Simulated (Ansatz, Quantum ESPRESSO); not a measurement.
Given: the input of a run of Ansatz 0.2.0 on HgTe (Coloradoite). 

Contents of input.yaml:

```yaml
crystal:
  lattice:
    - [0.0, 3.2145, 3.2145]
    - [3.2145, 0.0, 3.2145]
    - [3.2145, 3.2145, 0.0]
  atoms:
    - { symbol: Hg, position: [0.0, 0.0, 0.0] }
    - { symbol: Te, position: [0.75, 0.75, 0.75] }
hamiltonian:
  xc: pbesol
  pseudopotentials: { kind: paw }
  dispersion: d4
kpoints:
  mp_grid: { grid: [7, 7, 7] }
scf:
  occupations: { method: fermi_dirac, width: 0.05 }
output:
  forces: true
  stress: true
relax:
  f_tol: 0.01
  max_steps: 40
  cell: { stress_tol: 0.05 }
```

Potentials or basis: Ansatz PAW.

Run with:

```bash
$ ansatz run input.yaml --threads 2 --pin off --max-ram 5632MiB --backend cpu --events-out ev --progress --plain --runs-dir out
```

Question: Set up the same calculation for Quantum ESPRESSO 7.5 (ASE script). Potentials or basis there: GBRV 1.5 PBEsol, cutoff 612 eV.

Answer: As run (cutoffs and basis follow the program's own potentials, and thresholds, step limits or extra output files can differ):

The input run.py:

```python
import numpy as np
from ase.calculators.espresso import Espresso, EspressoProfile
from ase.io import read

atoms = read('POSCAR')

input_data = {
    'control': {'calculation': 'scf', 'prefix': 'pwscf', 'outdir': './tmp', 'tprnfor': True, 'tstress': True, 'disk_io': 'low'},
    'system': {'ecutwfc': 45.0, 'ecutrho': 360.0, 'nbnd': 15, 'occupations': 'smearing', 'smearing': 'fd', 'degauss': 0.00367493},
    'electrons': {'conv_thr': 4e-10, 'electron_maxstep': 120, 'mixing_beta': 0.5},
}
pseudopotentials = {'Hg': 'hg_pbesol_v1.uspp.F.UPF', 'Te': 'te_pbesol_v1.uspp.F.UPF'}
profile = EspressoProfile(command='mpirun -n 2 pw.x -nk 2', pseudo_dir='pseudo')
dft = Espresso(profile=profile, input_data=input_data, pseudopotentials=pseudopotentials, kpts=(7, 7, 7), koffset=(0, 0, 0))
from ase.calculators.mixing import SumCalculator
from dftd4.ase import DFTD4
d4 = DFTD4(method='pbesol')
atoms.calc = SumCalculator([dft, d4])

from ase.optimize import LBFGS
from ase.filters import FrechetCellFilter
done = LBFGS(FrechetCellFilter(atoms), trajectory='opt.traj').run(fmax=0.02, steps=30)
print('converged', done)
print('cell (A)', np.round(atoms.cell.cellpar(), 5))
print(f'energy {atoms.get_potential_energy():.8f} eV')
print('forces (eV/A)')
print(np.round(atoms.get_forces(), 6))
print('stress (eV/A^3, Voigt)')
print(np.round(atoms.get_stress(), 8))
print(f'Fermi level {dft.get_fermi_level():.4f} eV')
print(f'D4 part {d4.get_potential_energy(atoms):.8f} eV')
atoms.write('final.traj')
```

Contents of POSCAR:

```
HgTe
1.0
    0.0000000000      3.2145000000      3.2145000000
    3.2145000000      0.0000000000      3.2145000000
    3.2145000000      3.2145000000      0.0000000000
Hg Te
1 1
Direct
    0.0000000000      0.0000000000      0.0000000000
    0.7500000000      0.7500000000      0.7500000000
```

Potentials or basis: GBRV 1.5 PBEsol.

The run is started by

```console
$ OMP_NUM_THREADS=1 python run.py
```

Both were run:

|  | Ansatz | Quantum ESPRESSO |
| --- | --- | --- |
| Relaxed volume | 33.72 Å³/atom | 33.97 Å³/atom |
| Relaxed cell | a = 4.569 Å, b = 4.569 Å, c = 4.569 Å, α = 60.00°, β = 60.00°, γ = 60.00° | a = 4.580 Å, b = 4.580 Å, c = 4.580 Å, α = 60.00°, β = 60.00°, γ = 60.00° |
| Space group after relaxing | F-43m (No. 216) | F-43m (No. 216) |
| Pressure after relaxing | 0.0 GPa | 0.0 GPa |

Ansatz's pressure holds a Pulay term of +0.03 GPa for its cutoff of 420 eV, which the other run lacks.

The potentials hold 36 and 18 valence electrons a cell.

Ansatz's potentials were made for PBE.

Where Ansatz's input types no cutoff or centring, it takes its own default and a Γ-centred mesh.

Pressure is positive in compression.
